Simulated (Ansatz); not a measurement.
# NbP (I4_1md) in Ansatz: a series of runs, part 3 of 3

Ansatz 0.2.0. Earlier steps stand in the parts before.

**5. Band structure, LDA**

Input file input.yaml:

```yaml
crystal:
  lattice:
    - [-1.6749232544, 1.6749232544, 5.7401081759]
    - [1.6749232544, -1.6749232544, 5.7401081759]
    - [1.6749232544, 1.6749232544, -5.7401081759]
  atoms:
    - { symbol: Nb, position: [0.2498808, 0.7498808, 0.5] }
    - { symbol: Nb, position: [0.4998808, 0.4998808, 0.0] }
    - { symbol: P, position: [0.83274777, 0.33274777, 0.5] }
    - { symbol: P, position: [0.08274777, 0.08274777, 0.0] }
hamiltonian:
  xc: lda
  pseudopotentials: { kind: paw }
kpoints:
  mp_grid: { grid: [11, 11, 11] }
  band_path:
    path:
      - [[0.0, 0.0, 0.0], [-0.5, 0.5, 0.0], [-0.5, 0.5, -0.0425715708], [-0.2712857854, 0.2712857854, -0.2712857854], [0.0, 0.0, 0.0], [0.5, 0.5, -0.5], [0.2712857854, 0.7287142146, -0.7287142146], [0.0, 0.5, -0.5], [-0.25, 0.75, -0.25], [0.0425715708, 0.9574284292, -0.5], [0.5, 0.5, -0.5]]
      - [[-0.5, 0.5, 0.0], [-0.25, 0.75, -0.25]]
    npoints: 14
scf:
  occupations: { method: fermi_dirac, width: 0.05 }
  n_extra_bands: 10
output:
  forces: true
  stress: true
  eigenvalues: true
  fatbands: true
```

Potentials or basis: Ansatz PAW.

On the command line:

```sh
> ansatz run input.yaml --threads 2 --pin off --max-ram 5632MiB --backend cpu --events-out ev --progress --plain --runs-dir out
```

The log of the run:

```text
Warning: RAYON_NUM_THREADS=2 ignored (pool sized by the plan → 2); use --threads N
basis.fft_grid_basis auto: the FFT boxes are laid along the combinations [[1, 0, 1], [0, 1, 1], [0, 0, 1]] of the cell's own vectors, 3.350, 3.350 and 6.210 Å long. The dense box has 24×24×45 points. Along the cell's own vectors, as sized, it would have 45×45×45, 3.52 times as many. Of the 8 symmetry operations that the crystal satisfies within crystal.symmetry.tolerance (time reversal apart; of a slab, those that keep its plane) the dense box along the cell's own vectors carries 8, and the one as laid loses 6 of those. basis.fft_grid_basis: typed keeps the cell's own vectors: state it where this run's energies or levels are differenced outside the engine with another run's, or held beside a run that keeps those vectors.
scf.n_extra_bands = 10 over 18 filled bands (N_el = 36.0): the run solves 28 bands
Engine: ansatz 0.2.0, aarch64-unknown-linux-gnu
Pseudopotentials: kind: paw
Pseudopotential: Nb, paw, valence charge 13, recommended cutoff 420 eV (normal), Nb.paw.azcp
Pseudopotential: P, paw, valence charge 5, recommended cutoff 420 eV (normal), P.paw.azcp
Functional definition: SPW92
  exchange = slater_x
  correlation = pw_c
Crystal: 4 atoms, lattice volume = 64.412 Å³
Basis set: ecut = 420 eV, 1231 PW (Γ), FFT grids on a1+a3, a2+a3, a3
Bands: 28, of which v1, the nominal top of the filled ones, is band 18 counted from 1 (17 counted from 0)
Symmetry: 8 space group operations
Space group: I41md (ITA 109), of the structure as read, at distance tolerance 4.0e-5 Å
k-points: 126 of 1331 (time reversal used)
Non-local potential: Nb, projectors of the file, l = 0: 3, l = 1: 2, l = 2: 2, l = 3: 1
Non-local potential: P, projectors of the file, l = 0: 2, l = 1: 2, l = 2: 2
PAW form: soft (Blöchl's): semilocal exchange-correlation on the pseudo side does not see the compensation charge
PAW frozen core: Nb, regenerated for the run's functional, and the local potential with it (the file was generated under x = pbe(κ = 0.804, μ = 0.2195149727645171), c = pbe(β = 0.06672455060314922))
PAW frozen core: P, regenerated for the run's functional, and the local potential with it (the file was generated under x = pbe(κ = 0.804, μ = 0.2195149727645171), c = pbe(β = 0.06672455060314922))
PAW one-centre angular grid: Nb, 590 points (default); XC on 64 Gauss nodes
PAW one-centre angular grid: P, 110 points (default); XC on 64 Gauss nodes
Initial density: superposition of atomic densities (neutral atoms: chi_scale 0, normalization atom), corrected by the library's trained network
Initial wavefunctions: pseudopotential atomic-orbital guess
Functional: x = slater, c = lda
SCF iter   1: F=—  HF=-10341.495178 eV  |F-HF|=—  |Δ(HF+E_count)|=         —  Δρ=9.78e-3  dr2=3.09e-2  ethr=1.77e-3  ⟨swp⟩=5.7  Hψ=16804  notcnv=0  defer=72
preconditioner: auto → Kerker (q_TF=auto, 2.476 Å⁻¹)  [metal: Δε(μ)=0.023 eV  Ē_g=8.533 eV  σ=0.050 eV  W_gap=0.11  n_scr=12 (ndim 8)  ℏωp=20.7 eV  f_vac=0.000  D(μ)=0.65/eV (n_scr^D=2)]
SCF iter   2: F=—  HF=-10341.490491 eV  |F-HF|=—  |Δ(HF+E_count)|=   4.69e-3  Δρ=5.48e-3  dr2=1.00e-2  ethr=8.59e-5  ⟨swp⟩=1.0  Hψ=4539  notcnv=0  defer=202
SCF iter   3: F=—  HF=-10341.488409 eV  |F-HF|=—  |Δ(HF+E_count)|=   2.08e-3  Δρ=5.03e-4  dr2=1.88e-4  ethr=2.78e-5  ⟨swp⟩=2.4  Hψ=4445  notcnv=0  defer=202
SCF iter   4: F=—  HF=-10341.488357 eV  |F-HF|=—  |Δ(HF+E_count)|=   5.17e-5  Δρ=1.06e-4  dr2=7.72e-6  ethr=5.22e-7  ⟨swp⟩=2.5  Hψ=4738  notcnv=0  defer=202
SCF iter   5: F=—  HF=-10341.488357 eV  |F-HF|=—  |Δ(HF+E_count)|=   3.94e-7  Δρ=1.97e-5  dr2=2.76e-7  ethr=2.14e-8  ⟨swp⟩=2.2  Hψ=4517  notcnv=0  defer=202
SCF iter   6: F=-10341.488357 eV  HF=-10341.488357 eV  |F-HF|=8.99e-10  |Δ(HF+E_count)|=   2.35e-8  Δρ=4.12e-6  dr2=8.69e-9  ethr=2.78e-10  ⟨swp⟩=9.0  Hψ=14252  notcnv=0
SCF 1 converged in 6 iterations: F = -10341.488357 eV  dr2 = 8.69e-9
NSCF: frozen V_eff on 156 k-points
SCF converged after 6 iterations
Free energy (F): -10341.488357 eV
Harris-Foulkes:  -10341.488357 eV  (|F-HF|=8.99e-10)
Internal energy: -10341.482642 eV  (E = F + TS)
E sigma→0 (E₀):  -10341.485499 eV
Entropy (-TS):   -0.005715 eV (-1.429 meV/atom)
Fermi energy:    14.592158 eV
--- Per-component energies (eV) ---
  E_band       = -154.514658
  E_kinetic    = 934.268132
  E_local      = -1742.206768  (includes V_loc(G=0)·N_el)
  E_nonlocal   = 316.796359
  E_hartree    = 562.482935
  E_xc         = -474.233730
  E_vxc        = -550.957263  (∫ρ·V_xc dr)
  E_paw        = -7009.822086  (= ΣΔE_a)
  E_vpaw       = -237.380555  (= ΣTr[D̂ρ^β])
  E_aug_tail   = 0.000020  (compensation charges beyond the density's cutoff)
  E_ewald      = -2929.853596
  E_core_change = 1.086092  (= ΣΔE_core)
  E_smearing   = -0.005715  (= −TS)
  E_closure    = -0.000000  (closes the sum)
  Σ components = -10341.488357   (vs F -10341.488357, Δ=0.00e0)
--- Forces (eV/Å), atoms counted from 1 ---
  atom   1  Nb     0.00000000     0.00000000     0.01507898
  atom   2  Nb    -0.00000000     0.00000000     0.01507898
  atom   3  P      0.00000000    -0.00000000    -0.01507208
  atom   4  P     -0.00000000     0.00000000    -0.01507208
  max |Σ_I F_I| component: 1.38e-5 eV/Å
--- Stress (GPa, compression-positive) ---
       -9.420362      -0.000000      -0.000000
       -0.000000      -9.420362       0.000000
       -0.000000       0.000000      -9.213571
  P = ⅓ Tr σ = -9.3514 GPa (-93.514 kbar)
--- Band table (eV; the first three rows and the last of 126) ---
  k-point 0: bands = ["-40.1793", "-40.1421", "-16.5083", "-16.3101", "-16.3101", "-16.1625", "-16.1625", "-16.1235", "1.9404", "4.3412", "8.4689", "11.5851", "12.3829", "12.3829", "12.4670", "12.8772", "13.2574", "13.2574", "15.4208", "16.1820", "17.2286", "17.7286", "17.7286", "17.9930", "18.6547", "18.6547", "20.4436", "20.7911"]
  k-point 1: bands = ["-40.1758", "-40.1402", "-16.4970", "-16.3328", "-16.3270", "-16.1858", "-16.1793", "-16.1207", "2.1619", "4.4113", "8.5903", "11.2618", "12.2027", "12.2331", "12.2907", "12.7239", "13.3324", "13.4643", "15.1003", "15.6863", "17.2709", "17.2841", "18.0912", "18.3004", "18.5594", "19.1696", "21.0835", "21.8656"]
  k-point 2: bands = ["-40.1662", "-40.1352", "-16.4719", "-16.3906", "-16.3659", "-16.2389", "-16.2226", "-16.1233", "2.7584", "4.5491", "9.0192", "10.4801", "11.1815", "11.7284", "11.8605", "12.8875", "13.7426", "13.8415", "14.8437", "15.0526", "16.7608", "17.6090", "18.6028", "18.6418", "18.7490", "19.9663", "22.3854", "22.5988"]
  k-point 125: bands = ["-40.1597", "-40.1590", "-16.3551", "-16.3180", "-16.3157", "-16.3022", "-16.1720", "-16.1524", "2.9936", "3.0172", "10.4852", "10.6354", "11.4984", "11.7908", "11.9412", "12.4005", "13.6699", "14.2119", "15.4653", "16.2674", "16.5964", "16.9288", "18.0768", "18.1690", "18.9188", "19.6161", "21.3760", "21.9033"]
```

Run time: 23 s. Hardware: 2 threads of Arm Neoverse V1, shared host; peak memory 0.48 GiB.

What came out:

```
Free energy            : -10341.4884 eV
Pressure               : -9.4 GPa
Largest force          : 0.015 eV/Å
Band gap on the k mesh : none (metal or under the smearing width)
```

Forces in eV/Å, atoms in the order of the input:
```
Nb   0.000  0.000  0.015
Nb   0.000  0.000  0.015
P    0.000  0.000 -0.015
P    0.000  0.000 -0.015
```

Levels at the corners of the path, in eV from the Fermi level:
```
point  band 14  band 15  band 16  band 17  band 18  band 19  band 20  band 21  band 22  band 23
    Γ    -2.21    -2.13    -1.71    -1.33    -1.33     0.83     1.59     2.64     3.14     3.14
    X    -4.58    -2.81    -2.81    -0.41    -0.41     2.94     2.94     3.05     3.05     4.00
    Y    -4.52    -2.79    -2.79    -0.46    -0.46     2.74     2.74     3.11     3.11     3.98
    S    -3.15    -2.27    -2.17    -1.45    -0.15     0.13     1.62     2.37     2.66     3.14
    Γ    -2.21    -2.13    -1.71    -1.33    -1.33     0.83     1.59     2.64     3.14     3.14
    Z    -2.68    -2.66    -2.66    -0.49    -0.49     1.18     1.18     2.28     2.28     3.54
   S1    -3.15    -2.27    -2.17    -1.45    -0.15     0.13     1.62     2.37     2.66     3.14
    N    -3.18    -2.29    -1.84    -1.51    -0.12     0.07     1.30     2.43     2.62     3.25
    P    -4.49    -2.86    -2.86    -0.39    -0.39     2.95     2.95     3.02     3.02     4.01
   Y1    -4.52    -2.79    -2.79    -0.46    -0.46     2.74     2.74     3.11     3.11     3.98
    Z    -2.68    -2.66    -2.66    -0.49    -0.49     1.18     1.18     2.28     2.28     3.54
    X    -4.58    -2.81    -2.81    -0.41    -0.41     2.94     2.94     3.05     3.05     4.00
    P    -4.49    -2.86    -2.86    -0.39    -0.39     2.95     2.95     3.02     3.02     4.01
```

Caveat: the PAW data sets come from PBE, with cores solved anew for the run's functional, which leaves a small shift of forces and pressure.

**6. Band structure, LDA+U**

Changes to input.yaml since step 5:

```diff
@@ -13,2 +13,3 @@
   pseudopotentials: { kind: paw }
+  hubbard: { sites: [{ species: Nb, l: d, u_eff: 1.0 }] }
 kpoints:
@@ -27,2 +28,2 @@
   eigenvalues: true
-  fatbands: true
+  fatbands: false
```

Potentials or basis: Ansatz PAW.

On the command line:

```sh
> ansatz run input.yaml --threads 2 --pin off --max-ram 5632MiB --backend cpu --events-out ev --progress --plain --runs-dir out
```

Run time: 24 s. Hardware: 2 threads of Arm Neoverse V1, shared host; peak memory 0.56 GiB.

It converged, with:

```
Free energy            : -10339.0276 eV
Pressure               : -9.0 GPa
Largest force          : 0.014 eV/Å
Band gap on the k mesh : none (metal or under the smearing width)
```

Forces in eV/Å, atoms in the order of the input:
```
Nb   0.000  0.000  0.014
Nb   0.000  0.000  0.014
P    0.000  0.000 -0.014
P    0.000  0.000 -0.014
```

Stress tensor (GPa, compression positive):
```
-9.08  0.00  0.00
 0.00 -9.08  0.00
 0.00  0.00 -8.81
```

Levels at the corners of the path, in eV from the Fermi level:
| point | band 16 | band 17 | band 18 | band 19 | band 20 | band 21 |
| --- | --- | --- | --- | --- | --- | --- |
| Γ | -1.73 | -1.35 | -1.35 | 0.84 | 1.60 | 2.60 |
| X | -2.83 | -0.43 | -0.43 | 2.92 | 2.92 | 3.03 |
| Y | -2.80 | -0.48 | -0.48 | 2.72 | 2.72 | 3.10 |
| S | -2.19 | -1.46 | -0.14 | 0.11 | 1.62 | 2.35 |
| Γ | -1.73 | -1.35 | -1.35 | 0.84 | 1.60 | 2.60 |
| Z | -2.66 | -0.51 | -0.51 | 1.19 | 1.19 | 2.28 |
| S1 | -2.19 | -1.46 | -0.14 | 0.11 | 1.62 | 2.35 |
| N | -1.87 | -1.51 | -0.14 | 0.08 | 1.30 | 2.41 |
| P | -2.87 | -0.42 | -0.42 | 2.93 | 2.93 | 3.01 |
| Y1 | -2.80 | -0.48 | -0.48 | 2.72 | 2.72 | 3.10 |
| Z | -2.66 | -0.51 | -0.51 | 1.19 | 1.19 | 2.28 |
| X | -2.83 | -0.43 | -0.43 | 2.92 | 2.92 | 3.03 |
| P | -2.87 | -0.42 | -0.42 | 2.93 | 2.93 | 3.01 |

Eigenvalues of the final occupation matrices:
```tsv
site	spin	trace	eigenvalues
site 1	1	2.20	0.41 0.43 0.44 0.45 0.47
site 2	1	2.20	0.41 0.43 0.44 0.45 0.47
```

Caveat: U without spin polarisation on a metal has little footing; the PAW data sets come from PBE, with cores solved anew for the run's functional, which leaves a small shift of forces and pressure; the U is typed as a test and isn't derived for this compound.

**7. Overview**

| level | U | hubbard projectors | double counting | gap on the mesh (eV) | pressure (GPa) | largest force (eV/Å) |
| --- | --- | --- | --- | --- | --- | --- |
| LDA+U | Nb d U = 5 eV | ortho-atomic (the default) | fll (the default) | none | -7.1 | 0.01 |
| LDA+U | Nb d U = 6 eV | ortho-atomic (the default) | fll (the default) | - | -6.0 | 0.08 |
| LDA | - | - | - | none | -9.4 | 0.02 |
| LDA+U | Nb d U = 1 eV | ortho-atomic (the default) | fll (the default) | none | -9.0 | 0.01 |

Alike in all rows: task band structure; potentials or basis Ansatz PAW; no spin polarisation; cell as given; k mesh 11 × 11 × 11; cutoff (eV) 420; smearing fermi-dirac 0.05 eV.

Every run on the cell as given and a fine mesh finds a metal. The pressure there spans -9.4 GPa (LDA) to -6.0 GPa (LDA+U); a positive pressure means that this level wants a larger cell, a negative one a smaller.

Caveats: the PAW data sets come from PBE, with cores solved anew for the run's functional, which leaves a small shift of forces and pressure; U without spin polarisation on a metal has little footing (some runs); the U is typed as a test and isn't derived for this compound (some runs).

Absolute energies hang on the potentials; compare differences alone.
